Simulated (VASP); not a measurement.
# Ca (P6_3/mmc) in VASP: further runs, part 8 of 8

VASP 6.6.1. The steps go on from the part before.

### Step 124. Phonons, r2SCAN

The input, POSCAR:

```
Ca
1.0
    3.9800000000      0.0000000000      0.0000000000
   -1.9900000000      3.4467811071      0.0000000000
    0.0000000000      0.0000000000      6.5200000000
Ca
2
Direct
    0.6666666667      0.3333333333      0.7500000000
    0.3333333333      0.6666666667      0.2500000000
```

The input, INCAR.step1:

```
  PREC = Accurate
  ENCUT = 600
  EDIFF = 1E-8
  ISMEAR = 1
  SIGMA = 0.1
  LREAL = F
  LASPH = T
  NELM = 100
  ALGO = Normal
  ISIF = 3
  LWAVE = F
  LCHARG = F
  METAGGA = R2SCAN
  LMIXTAU = T
  IBRION = 2
  NSW = 40
  EDIFFG = -0.002
```

The input, INCAR.step2:

```
  PREC = Accurate
  ENCUT = 600
  EDIFF = 1E-8
  ISMEAR = 1
  SIGMA = 0.1
  LREAL = F
  LASPH = T
  NELM = 100
  ALGO = Normal
  ISIF = 2
  LWAVE = F
  LCHARG = F
  METAGGA = R2SCAN
  LMIXTAU = T
  IBRION = 6
  NFREE = 2
  POTIM = 0.015
  NSW = 1
```

The input, KPOINTS:

```
regular mesh
0
Gamma
  6 6 3
```

Potentials or basis: VASP PAW PBE potentials, release 64 (Ca_sv).

Started as:

```
cat potpaw_PBE.64/Ca_sv/POTCAR > POTCAR
cp INCAR.step1 INCAR
mpirun -np 1 vasp_std > vasp.out
cp CONTCAR POSCAR
cp INCAR.step2 INCAR
mpirun -np 1 vasp_std > vasp.out
```

OUTCAR:

```text
PREC = Accurate
   ENCUT = 600
   EDIFF = 1E-8
   ISMEAR = 1
   LREAL = F
   LASPH = T
   NELM = 100
   ISIF = 2
   METAGGA = R2SCAN
   IBRION = 6
   NFREE = 2
   POTIM = 0.015
   NSW = 1

 ion  position               nearest neighbor table
   1  0.667  0.333  0.750-
   2  0.333  0.667  0.250-

  LATTYP: Found a hexagonal cell.
 ALAT       =     3.8896161699
 C/A-ratio  =     1.7033112002

  Lattice vectors:

 A1 = (   3.8896161699,   0.0000000000,   0.0000000000)
 A2 = (  -1.9448080850,   3.3685064142,   0.0000000000)
 A3 = (   0.0000000000,   0.0000000000,   6.6252267868)

Analysis of symmetry for initial positions (statically):
=====================================================================
 Subroutine PRICEL returns:
 Original cell was already a primitive cell.

 Routine SETGRP: Setting up the symmetry group for a
 hexagonal supercell.

 Subroutine GETGRP returns: Found 24 space group operations
 (whereof 12 operations were pure point group operations)
 out of a pool of 24 trial point group operations.

The static configuration has the point symmetry D_3d.
 The point group associated with its full space group is D_6h.

Analysis of symmetry for dynamics (positions and initial velocities):
=====================================================================
 Subroutine PRICEL returns:
 Original cell was already a primitive cell.

 Routine SETGRP: Setting up the symmetry group for a
 hexagonal supercell.

 Subroutine GETGRP returns: Found 24 space group operations
 (whereof 12 operations were pure point group operations)
 out of a pool of 24 trial point group operations.

The dynamic configuration has the point symmetry D_3d.
[... 283 lines left out ...]

 number of electron      20.0000000 magnetization

 Free energy of the ion-electron system (eV)
  ---------------------------------------------------
  ext. energy  EPLUGINS =         0.00000000
  ---------------------------------------------------
  free energy    TOTEN  =       -14.02850753 eV

  energy without entropy =      -14.02721769  energy(sigma->0) =      -14.02807758

 E-fermi :   1.9635     XC(G=0):  -8.1282

 val. band max:        1.9283215019   @ k =   0.1667   0.1667   0.0000
 cond. band min:       2.0080181074   @ k =   0.5000   0.0000   0.3333
 fundamental gap:      0.0796966055
 Fermi energy:         1.9634588343

 k-point     1 :       0.0000    0.0000    0.0000
  band No.  band energies     occupation
      1     -41.9506      2.00000
      2     -41.9402      2.00000
      3     -22.0857      2.00000
      4     -22.0039      2.00000
      5     -22.0038      2.00000
      6     -21.9897      2.00000
      7     -21.9896      2.00000
      8     -21.9675      2.00000
      9      -2.3529      2.00000
     10       0.7926      2.00000
     11       1.4094      2.00000
     12       4.3569      0.00000
     13       4.5580      0.00000
     14       4.5580      0.00000
[... 299 lines left out ...]
  FREE ENERGIE OF THE ION-ELECTRON SYSTEM (eV)
  ---------------------------------------------------
  free  energy   TOTEN  =       -14.0285075325 eV

  energy  without entropy=      -14.0272176871  energy(sigma->0) =      -14.02807758

 INTERNAL STRAIN TENSORS FROM DISPLACED ATOMS
 ============================================

 INTERNAL STRAIN TENSOR FOR ION    1 for displacements in x,y,z  (eV/Angst):
          X           Y           Z          XY          YZ          ZX
  --------------------------------------------------------------------------------
  x     0.00000     0.00000     0.00000     0.63582     0.00000     0.00000
  y     0.63582    -0.63582     0.00000    -0.00000     0.00000     0.00000
  z     0.00000    -0.00000     0.00000    -0.00000    -0.00000     0.00000

 INTERNAL STRAIN TENSOR FOR ION    2 for displacements in x,y,z  (eV/Angst):
          X           Y           Z          XY          YZ          ZX
  --------------------------------------------------------------------------------
  x    -0.00000     0.00000     0.00000    -0.63582     0.00000     0.00000
  y    -0.63582     0.63582     0.00000     0.00000     0.00000     0.00000
  z     0.00000     0.00000     0.00000     0.00000     0.00000     0.00000

 Eigenvectors and eigenvalues of the dynamical matrix
 ----------------------------------------------------

   1 f  =    4.647897 THz    29.203598 2PiTHz  155.037155 cm-1    19.222149 meV
             X         Y         Z           dx          dy          dz
      1.944808  1.122835  4.968920     0.000000   -0.000000    0.707107
     -0.000000  2.245671  1.656307    -0.000000   -0.000000   -0.707107
[... 16 lines left out ...]
   5 f  =    0.000000 THz     0.000000 2PiTHz    0.000000 cm-1     0.000000 meV
             X         Y         Z           dx          dy          dz
      1.944808  1.122835  4.968920     0.707101    0.002407   -0.001403
     -0.000000  2.245671  1.656307     0.707101    0.002407   -0.001403

   6 f/i=    0.000000 THz     0.000000 2PiTHz    0.000002 cm-1     0.000000 meV
             X         Y         Z           dx          dy          dz
      1.944808  1.122835  4.968920    -0.000109   -0.331917   -0.624365
     -0.000000  2.245671  1.656307    -0.000109   -0.331917   -0.624365

 ELASTIC MODULI CONTR FROM IONIC RELAXATION (kBar)
 Direction    XX          YY          ZZ          XY          YZ          ZX
 --------------------------------------------------------------------------------
 XX         -24.5929     24.5929      0.0000     -0.0000     -0.0000      0.0000
 YY          24.5929    -24.5929      0.0000     -0.0000     -0.0000      0.0000
 ZZ           0.0000      0.0000      0.0000      0.0000      0.0000      0.0000
 XY          -0.0000     -0.0000      0.0000    -24.5929     -0.0000      0.0000
 YZ          -0.0000     -0.0000      0.0000     -0.0000     -0.0000      0.0000
 ZX           0.0000      0.0000      0.0000      0.0000      0.0000      0.0000
 --------------------------------------------------------------------------------
```

OUTCAR.step1:

```text
PREC = Accurate
   ENCUT = 600
   EDIFF = 1E-8
   ISMEAR = 1
   LREAL = F
   LASPH = T
   NELM = 100
   ISIF = 3
   METAGGA = R2SCAN
   IBRION = 2
   NSW = 40
   EDIFFG = -0.002
[... 384 lines left out ...]
      2     -41.9402      2.00000
      3     -22.0857      2.00000
      4     -22.0038      2.00000
      5     -22.0038      2.00000
      6     -21.9896      2.00000
      7     -21.9896      2.00000
      8     -21.9675      2.00000
      9      -2.3530      2.00000
     10       0.7923      2.00000
     11       1.4093      2.00000
     12       4.3568      0.00000
     13       4.5579      0.00000
     14       4.5580      0.00000
[... 248 lines left out ...]
  FREE ENERGIE OF THE ION-ELECTRON SYSTEM (eV)
  ---------------------------------------------------
  free  energy   TOTEN  =       -14.0290820976 eV

  energy  without entropy=      -14.0277969095  energy(sigma->0) =      -14.02865370

 reached required accuracy - stopping structural energy minimisation
```

It took 15 min on 1 thread of Intel Xeon Platinum 8488C (Sapphire Rapids), shared host; peak memory 0.3 GiB.

What came out:

```yaml
Relaxed_volume: 43.40 Å³/atom
Relaxed_cell: a = 3.890 Å, b = 3.890 Å, c = 6.625 Å, α = 90.00°, β = 90.00°, γ = 120.00°
Space_group_after_relaxing_to_0.05_Å: P6_3/mmc (No. 194)
Highest_phonon_frequency_at_Γ: 155 cm⁻¹
```

Step by step:
```
step  energy change (eV)  largest force (eV/Å)  pressure (GPa)  volume (Å³)
   1              0.0000                0.0000           -0.46        89.44
   2             -0.0065                0.0000           -0.17        87.77
   3             -0.0094                0.0000            0.18        86.00
   4             -0.0112                0.0000            0.11        86.30
   5             -0.0115                0.0000            0.08        86.44
   6             -0.0116                0.0000            0.00        86.81
```

Final structure:
```
Ca
1.0
     3.88962    0.00000    0.00000
    -1.94481    3.36851    0.00000
     0.00000    0.00000    6.62523
Ca
2
Direct
  0.66667 0.33333 0.75000
  0.33333 0.66667 0.25000
```

Phonon frequencies in cm⁻¹ (negative: imaginary):
```
              q point      frequencies
(0.000, 0.000, 0.000)  0 0 0 64 64 155
```

Caveat: the PAW data sets were made with another functional, which shifts forces and pressure a little.

### Step 125. Equation of state, r2SCAN

Potentials or basis: VASP PAW PBE potentials, release 64 (Ca_sv).

This step only gathers the single runs of the series.

Results:

```yaml
Equilibrium_volume: 43.65 Å³/atom
Bulk_modulus_at_fixed_shape_and_positions: 17.6 GPa
Pressure_derivative_of_the_bulk_modulus: 3.1
```

Energy against volume, from the lowest point:
```csv
volume (Å³/atom),energy (meV/atom)
42.038,3.41
42.932,0.62
43.827,0.00
44.721,1.36
45.616,4.53
46.510,9.39
47.405,15.79
```

Caveat: the cell was scaled at fixed shape and fractional positions, which overstates the stiffness of a crystal with free parameters, most of all of layers and chains; the PAW data sets were made with another functional, which shifts forces and pressure a little.

### Step 126. For comparison

An earlier run on the cell as given: functional PBE; potentials or basis VASP PAW PBE potentials, release 64 (Ca_sv); cutoff 520 eV; k mesh 8 × 8 × 4; occupations fermi-dirac, width 0.05 eV; no spin polarisation.

* Pressure: -0.8 GPa
* Band gap on the k mesh: none (metal or under the smearing width)
